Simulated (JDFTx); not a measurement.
# ZrC (Fm-3m) in JDFTx: convergence with k mesh

Aim: find how far k mesh must go before the results for ZrC settle, at r2SCAN. This setting moves, with any that are tied to it; all else stays.

Program: JDFTx 1.7.0 (patched build). These are calculated values, not measurements. Logs are shortened: lines on timing, memory, paths and dates and some standing lists are left out, and cuts for length are marked. The log counts tension as positive stress, the text compression.

## 1. The crystal as given

Symmetry: Fm-3m, No. 225, cubic system. The conventional cell has a = 4.730 Å, b = 4.730 Å, c = 4.730 Å, α = 90.00°, β = 90.00°, γ = 90.00°. Around Zr (site symmetry m-3m) lie 6 C at 2.37 Å. Around C (site symmetry m-3m) lie 6 Zr at 2.37 Å.

## 2. With k mesh 2 × 2 × 2

ZrC.in

```
lattice \
    0.0000000000     4.4692022847     4.4692022847 \
    4.4692022847     0.0000000000     4.4692022847 \
    4.4692022847     4.4692022847     0.0000000000
coords-type Cartesian
ion Zr     4.4692022847     4.4692022847     4.4692022847 1
ion C      0.0000000000     0.0000000000     0.0000000000 1

ion-species pseudo/Zr.upf
ion-species pseudo/C.upf
elec-cutoff 50 400
elec-ex-corr mgga-x-r2scan mgga-c-r2scan
kpoint-folding 2 2 2
elec-smearing Fermi 0.0018374661
elec-n-bands 14
electronic-SCF nIterations 100 energyDiffThreshold 1e-09
electronic-minimize nIterations 30 energyDiffThreshold 1e-7
converge-empty-states yes
forces-output-coords Cartesian

dump-name run.$VAR
dump End Ecomponents EigStats BandEigs Kpoints Forces Stress
```

Potentials or basis: SG15-PBE-1.2 with smoothed tails.

Command:

```sh
> jdftx -c 1 -i ZrC.in -o ZrC.out
```

The log of the run:

```text
*************** JDFTx 1.7.0 (patched build) ***************

Input parsed successfully to the following command list (including defaults):
[... the input with its defaults ...]

---------- Setting up symmetries ----------

Found 48 point-group symmetries of the bravais lattice
Found 48 space-group symmetries with basis
Applied RMS atom displacement 0 bohrs to make symmetries exact.

---------- Initializing the Grid ----------
R =
[            0       4.4692       4.4692  ]
[       4.4692            0       4.4692  ]
[       4.4692       4.4692            0  ]
unit cell volume = 178.534
G =
[  -0.702943   0.702943   0.702943  ]
[   0.702943  -0.702943   0.702943  ]
[   0.702943   0.702943  -0.702943  ]
Minimum fftbox size, Smin = [  60  60  60  ]
Chosen fftbox size, S = [  60  60  60  ]

---------- Initializing tighter grid for wavefunction operations ----------
R =
[            0       4.4692       4.4692  ]
[       4.4692            0       4.4692  ]
[       4.4692       4.4692            0  ]
unit cell volume = 178.534
G =
[  -0.702943   0.702943   0.702943  ]
[   0.702943  -0.702943   0.702943  ]
[   0.702943   0.702943  -0.702943  ]
Minimum fftbox size, Smin = [  44  44  44  ]
Chosen fftbox size, S = [  48  48  48  ]

---------- Exchange Correlation functional ----------
Initialized LibXC exchange functional 'Re-regularized SCAN exchange by Furness et al'
Initialized LibXC correlation functional 'Re-regularized SCAN correlation by Furness et al'

---------- Setting up pseudopotentials ----------
Width of ionic core gaussian charges (only for fluid interactions / plotting) set to 0

Reading pseudopotential file 'pseudo/Zr.upf':
  'Zr' pseudopotential, 'PBE' functional
  Generated using ONCVPSP code by D. R. Hamann
  12 valence electrons, 0 orbitals, 6 projectors, 602 radial grid points, with lMax = 2
  Core radius for overlap checks: 2.10 bohrs.

Reading pseudopotential file 'pseudo/C.upf':
  'C' pseudopotential, 'PBE' functional
  Generated using ONCVPSP code by D. R. Hamann
  4 valence electrons, 0 orbitals, 4 projectors, 602 radial grid points, with lMax = 1
  Core radius for overlap checks: 1.23 bohrs.

Initialized 2 species with 2 total atoms.

Folded 1 k-points by 2x2x2 to 8 k-points.

---------- Setting up k-points, bands, fillings ----------
Reduced to 3 k-points under symmetry.
Computing the number of bands and number of electrons
Calculating initial fillings.
nElectrons:  16.000000   nBands: 14   nStates: 3

----- Setting up reduced wavefunction bases (one per k-point) -----
average nbasis = 3005.625 , ideal nbasis = 3014.873

---------- Setting up ewald sum ----------
Optimum gaussian width for ewald sums = 2.029834 bohr.
Real space sum over 1331 unit cells with max indices [  5  5  5  ]
Reciprocal space sum over 2197 terms with max indices [  6  6  6  ]

---------- Allocating electronic variables ----------
Initializing wave functions:  (No orbitals for LCAO)  bandwidth-limited random numbers

Setting the auxilliary hamiltonian equal to the subspace hamiltonian.

-------- Electronic minimization -----------
Will mix electronic and kinetic density at each iteration.
	FillingsUpdate:  mu: +0.977866434  nElectrons: 16.000000
	FillingsUpdate:  mu: +0.039061722  nElectrons: 16.000000
SCF: Cycle:  0   F: -44.951267615347568   dF: -5.639e+00   |Residual|: 5.699e+00   |deigs|: 1.035e+00
	FillingsUpdate:  mu: +0.360757336  nElectrons: 16.000000
SCF: Cycle:  1   F: -52.474418550959911   dF: -7.523e+00   |Residual|: 2.265e+00   |deigs|: 5.337e-01
	FillingsUpdate:  mu: +0.487911991  nElectrons: 16.000000
SCF: Cycle:  2   F: -53.028684645909905   dF: -5.543e-01   |Residual|: 7.487e-01   |deigs|: 1.447e-01
	FillingsUpdate:  mu: +0.553863017  nElectrons: 16.000000
SCF: Cycle:  3   F: -53.167408556175388   dF: -1.387e-01   |Residual|: 2.532e-01   |deigs|: 1.287e-01
	FillingsUpdate:  mu: +0.545855069  nElectrons: 16.000000
SCF: Cycle:  4   F: -53.168085837998930   dF: -6.773e-04   |Residual|: 1.139e-01   |deigs|: 7.609e-03
	FillingsUpdate:  mu: +0.557903695  nElectrons: 16.000000
SCF: Cycle:  5   F: -53.170652638477129   dF: -2.567e-03   |Residual|: 3.763e-02   |deigs|: 1.730e-02
	FillingsUpdate:  mu: +0.559045654  nElectrons: 16.000000
SCF: Cycle:  6   F: -53.170770654628328   dF: -1.180e-04   |Residual|: 1.868e-02   |deigs|: 5.997e-03
	FillingsUpdate:  mu: +0.560134516  nElectrons: 16.000000
SCF: Cycle:  7   F: -53.170806587291587   dF: -3.593e-05   |Residual|: 5.190e-03   |deigs|: 7.033e-04
	FillingsUpdate:  mu: +0.560454128  nElectrons: 16.000000
SCF: Cycle:  8   F: -53.170809674429954   dF: -3.087e-06   |Residual|: 1.638e-03   |deigs|: 5.634e-04
	FillingsUpdate:  mu: +0.560357043  nElectrons: 16.000000
SCF: Cycle:  9   F: -53.170810004267324   dF: -3.298e-07   |Residual|: 5.694e-04   |deigs|: 6.556e-05
	FillingsUpdate:  mu: +0.560349581  nElectrons: 16.000000
SCF: Cycle: 10   F: -53.170810042685730   dF: -3.842e-08   |Residual|: 3.266e-04   |deigs|: 1.959e-05
	FillingsUpdate:  mu: +0.560343045  nElectrons: 16.000000
SCF: Cycle: 11   F: -53.170810058401649   dF: -1.572e-08   |Residual|: 1.254e-04   |deigs|: 3.162e-05
	FillingsUpdate:  mu: +0.560343212  nElectrons: 16.000000
SCF: Cycle: 12   F: -53.170810062821140   dF: -4.419e-09   |Residual|: 4.136e-05   |deigs|: 7.295e-06
	FillingsUpdate:  mu: +0.560341817  nElectrons: 16.000000
SCF: Cycle: 13   F: -53.170810063800282   dF: -9.791e-10   |Residual|: 1.567e-05   |deigs|: 3.206e-06
	FillingsUpdate:  mu: +0.560342413  nElectrons: 16.000000
SCF: Cycle: 14   F: -53.170810064425737   dF: -6.255e-10   |Residual|: 7.336e-06   |deigs|: 3.368e-06
SCF: Converged (|Delta E|<1.000000e-09 for 2 iters).

Setting wave functions to eigenvectors of Hamiltonian
Converging empty states (this may take a while): |deigs|: 1.608e-06

# Stress tensor in Cartesian coordinates [Eh/a0^3]:
[ -0.000138387            0            0  ]
[            0 -0.000138387            0  ]
[            0            0 -0.000138387  ]

# Ionic positions in cartesian coordinates:
ion Zr   4.469202284700000   4.469202284700000   4.469202284700000 1
ion C   0.000000000000000   0.000000000000000   0.000000000000000 1

# Forces in Cartesian coordinates:
force Zr   0.000000000000000  -0.000000000000000   0.000000000000000 1
force C  -0.000000000000000   0.000000000000000  -0.000000000000000 1

# Energy components:
   Eewald =      -46.8871308238308586
       EH =        6.5862085972153848
     Eloc =      -29.6427824636099650
      Enl =        6.5975401525493602
      Exc =       -7.6721183103881927
       KE =       17.8474748843482836
-------------------------------------
     Etot =      -53.1708079637159869
       TS =        0.0000021007097510
-------------------------------------
        F =      -53.1708100644257371

IonicMinimize: Iter:   0  F: -53.170810064425737  |grad|_K:  0.000e+00
IonicMinimize: Converged (|grad|_K<1.000000e-04).

Dumping 'run.eigStats' ...
	eMin: -1.318847 at state 0 ( [ +0.000000 +0.000000 +0.000000 ] spin 0 )
	HOMO: +0.541443 at state 2 ( [ +0.000000 +0.500000 +0.500000 ] spin 0 )
	mu  : +0.560343
	LUMO: +0.578328 at state 0 ( [ +0.000000 +0.000000 +0.000000 ] spin 0 )
	eMax: +0.935141 at state 2 ( [ +0.000000 +0.500000 +0.500000 ] spin 0 )
	HOMO-LUMO gap: +0.036885
	Optical gap  : +0.160901 at state 2 ( [ +0.000000 +0.500000 +0.500000 ] spin 0 )
Done!
[note: the HOMO, LUMO and gaps printed at the end count levels as full or empty at half filling, so they show a gap where a level is partly filled]
```

It took 34 s on 1 thread of Arm Neoverse V2, shared host; peak memory 0.16 GiB.

Results:

```yaml
Free_energy: -1446.8514 eV
Pressure: 4.1 GPa
Band_gap_on_the_k_mesh: none (metal or under the smearing width)
```

## 3. With k mesh 3 × 3 × 3

Changes to ZrC.in since step 2:

```diff
@@ -12,3 +12,3 @@
 elec-ex-corr mgga-x-r2scan mgga-c-r2scan
-kpoint-folding 2 2 2
+kpoint-folding 3 3 3
 elec-smearing Fermi 0.0018374661
```

Potentials or basis: SG15-PBE-1.2 with smoothed tails.

Command:

```sh
> jdftx -c 1 -i ZrC.in -o ZrC.out
```

It took 45 s on 1 thread of Arm Neoverse V2, shared host; peak memory 0.16 GiB.

What came out:

| Property | Result |
| --- | --- |
| Free energy | -1447.8269 eV |
| Pressure | -2.7 GPa |
| Band gap on the k mesh | none (metal or under the smearing width) |

## 4. With k mesh 4 × 4 × 4

Changes to ZrC.in since step 3:

```diff
@@ -12,3 +12,3 @@
 elec-ex-corr mgga-x-r2scan mgga-c-r2scan
-kpoint-folding 3 3 3
+kpoint-folding 4 4 4
 elec-smearing Fermi 0.0018374661
```

Command:

```sh
> jdftx -c 1 -i ZrC.in -o ZrC.out
```

Wall time 87 s (1 thread of Arm Neoverse V2, shared host); peak memory 0.16 GiB.

Results:

```yaml
Free_energy: -1447.9758 eV
Pressure: -3.8 GPa
Band_gap_on_the_k_mesh: none (metal or under the smearing width)
```

## 5. With k mesh 5 × 5 × 5

Changes to ZrC.in since step 4:

```diff
@@ -12,3 +12,3 @@
 elec-ex-corr mgga-x-r2scan mgga-c-r2scan
-kpoint-folding 4 4 4
+kpoint-folding 5 5 5
 elec-smearing Fermi 0.0018374661
```

Command:

```sh
> jdftx -c 1 -i ZrC.in -o ZrC.out
```

It took 1.7 min on 1 thread of Arm Neoverse V2, shared host; peak memory 0.16 GiB.

Results:

```yaml
Free_energy: -1448.0094 eV
Pressure: -2.2 GPa
Band_gap_on_the_k_mesh: none (metal or under the smearing width)
```

## 6. With k mesh 6 × 6 × 6

Changes to ZrC.in since step 5:

```diff
@@ -12,3 +12,3 @@
 elec-ex-corr mgga-x-r2scan mgga-c-r2scan
-kpoint-folding 5 5 5
+kpoint-folding 6 6 6
 elec-smearing Fermi 0.0018374661
```

Potentials or basis: SG15-PBE-1.2 with smoothed tails.

Command:

```sh
> jdftx -c 1 -i ZrC.in -o ZrC.out
```

It took 2.8 min on 1 thread of Arm Neoverse V2, shared host; peak memory 0.16 GiB.

Results (log left out):

- Free energy: -1448.0392 eV
- Pressure: -2.8 GPa
- Band gap on the k mesh: none (metal or under the smearing width)

## 7. With k mesh 8 × 8 × 8

Changes to ZrC.in since step 6:

```diff
@@ -12,3 +12,3 @@
 elec-ex-corr mgga-x-r2scan mgga-c-r2scan
-kpoint-folding 6 6 6
+kpoint-folding 8 8 8
 elec-smearing Fermi 0.0018374661
```

Command:

```sh
> jdftx -c 1 -i ZrC.in -o ZrC.out
```

It took 5 min on 1 thread of Arm Neoverse V2, shared host; peak memory 0.18 GiB.

The run converged. Its results:

```
Free energy            : -1448.0448 eV
Pressure               : -2.8 GPa
Band gap on the k mesh : none (metal or under the smearing width)
```

## 8. With k mesh 10 × 10 × 10

Changes to ZrC.in since step 7:

```diff
@@ -12,3 +12,3 @@
 elec-ex-corr mgga-x-r2scan mgga-c-r2scan
-kpoint-folding 8 8 8
+kpoint-folding 10 10 10
 elec-smearing Fermi 0.0018374661
```

Command:

```sh
> jdftx -c 1 -i ZrC.in -o ZrC.out
```

Run time: 8 min. Hardware: 1 thread of Arm Neoverse V2, shared host; peak memory 0.19 GiB.

Results (log left out):

| Quantity | Value |
| --- | --- |
| Free energy | -1448.0453 eV |
| Pressure | -2.8 GPa |
| Band gap on the k mesh | none (metal or under the smearing width) |

## 9. With k mesh 12 × 12 × 12

Changes to ZrC.in since step 8:

```diff
@@ -12,3 +12,3 @@
 elec-ex-corr mgga-x-r2scan mgga-c-r2scan
-kpoint-folding 10 10 10
+kpoint-folding 12 12 12
 elec-smearing Fermi 0.0018374661
```

Potentials or basis: SG15-PBE-1.2 with smoothed tails.

Command:

```sh
> jdftx -c 1 -i ZrC.in -o ZrC.out
```

Run time: 13 min. Hardware: 1 thread of Arm Neoverse V2, shared host; peak memory 0.2 GiB.

The run converged. Its results:

```yaml
Free_energy: -1448.0470 eV
Pressure: -2.8 GPa
Band_gap_on_the_k_mesh: none (metal or under the smearing width)
```

## 10. Result

```csv
k mesh,"energy less the tightest run, at zero smearing (meV/atom)",pressure (GPa),SCF cycles,CPU time (s),peak memory (GiB)
2 × 2 × 2,597.23,4.07,15,34,0.16
3 × 3 × 3,115.72,-2.68,15,44,0.16
4 × 4 × 4,36.19,-3.75,16,87,0.16
5 × 5 × 5,20.05,-2.22,15,100,0.16
6 × 6 × 6,4.12,-2.77,16,170,0.16
8 × 8 × 8,1.21,-2.82,16,300,0.18
10 × 10 × 10,0.81,-2.75,16,480,0.19
12 × 12 × 12,0.00,-2.76,17,770,0.2
```

Against the tightest run, the energy stays within 1 meV/atom from 10 × 10 × 10 on; the pressure stays within 0.1 GPa from 6 × 6 × 6 on. Meshes of other sizes hit other points, so gaps and Fermi surfaces needn't settle smoothly. The tightest run that finished is the yardstick and may itself not be fully converged.

Caveats: the potentials were made for another functional, which shifts forces and pressure.
